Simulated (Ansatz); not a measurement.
Task: a phonon calculation by finite displacements of Li2O, space group Fm-3m, with Ansatz 0.2.0 through its Python package. Give the script and its output. Settings: PBE, PAW, cutoff 571 eV, 6×6×6 k-points, cold smearing of 0.1 eV.

Contents of `li2o.extxyz`:
```text
3
Lattice="0.0 2.305 2.305 2.305 0.0 2.305 2.305 2.305 0.0" Properties=species:S:1:pos:R:3 pbc="T T T"
Li    1.15250000    1.15250000    1.15250000
Li    3.45750000    3.45750000    3.45750000
O     0.00000000    0.00000000    0.00000000
```

`phonons_li2o.py`
```python
# -*- coding: utf-8 -*-
from pathlib import Path
import warnings

import ansatz
import numpy as np


def main():
    warnings.simplefilter("ignore", ansatz.DeckWarning)

    li2o = ansatz.Crystal.from_extxyz("li2o.extxyz")

    job = (
        li2o.calculation()
        .functional(ansatz.Functional.PBE)
        .pseudopotentials("paw")
        .basis(21 * ansatz.Ha)
        .occupations("Marzari-Vanderbilt")
        .kpoints(6, 6, 6)
        .phonons("fd", supercell=1)
    )
    res = job.run(threads=1, runs_dir="runs")
    folder = Path(res.output_folder) / "results"
    ph = res.phonons

    for mode, w in enumerate(ph.gamma_omega_inv_cm, start=1):
        print(f"Gamma mode {mode:2d}: {w:8.1f} 1/cm  {w / 33.35641:7.3f} THz")
    print(f"{ph.n_members} displaced supercells, sum-rule residual {ph.asr_residual_pre_ev_ang2:.1e} eV/A^2")
    optical = np.sort(ph.gamma_omega_inv_cm)
    print("imaginary modes at Gamma:", int((optical < -10).sum()), "- highest mode", round(float(optical[-1]), 1), "1/cm")


if __name__ == "__main__":
    main()
```

```console
$ python phonons_li2o.py
Gamma mode  1:      0.0 1/cm    0.000 THz
Gamma mode  2:      0.0 1/cm    0.000 THz
Gamma mode  3:      0.0 1/cm    0.000 THz
Gamma mode  4:    430.9 1/cm   12.918 THz
Gamma mode  5:    430.9 1/cm   12.918 THz
Gamma mode  6:    430.9 1/cm   12.918 THz
Gamma mode  7:    525.5 1/cm   15.753 THz
Gamma mode  8:    525.5 1/cm   15.753 THz
Gamma mode  9:    525.5 1/cm   15.753 THz
2 displaced supercells, sum-rule residual 8.5e-04 eV/A^2
imaginary modes at Gamma: 0 - highest mode 525.5 1/cm
```

Reading the output:
- The cell isn't relaxed first, so the values belong to this volume.
- No non-analytic term is added, so at the zone centre the longitudinal optical modes of a polar crystal aren't split off.
- The structure is a deposited one; some such entries were measured under pressure or heat, so a shift against it needn't be the functional's error alone.
- The structure is taken as given and the supercell is small; imaginary modes can come from an unrelaxed or unstable start.
- Finished in 2.6 s on 1 thread of Intel(R) Xeon(R) Platinum 8488C (Sapphire Rapids), with other jobs on the host, peak memory 0.42 GiB.

(Lines on the test bed's own set-up are left out of the output.)
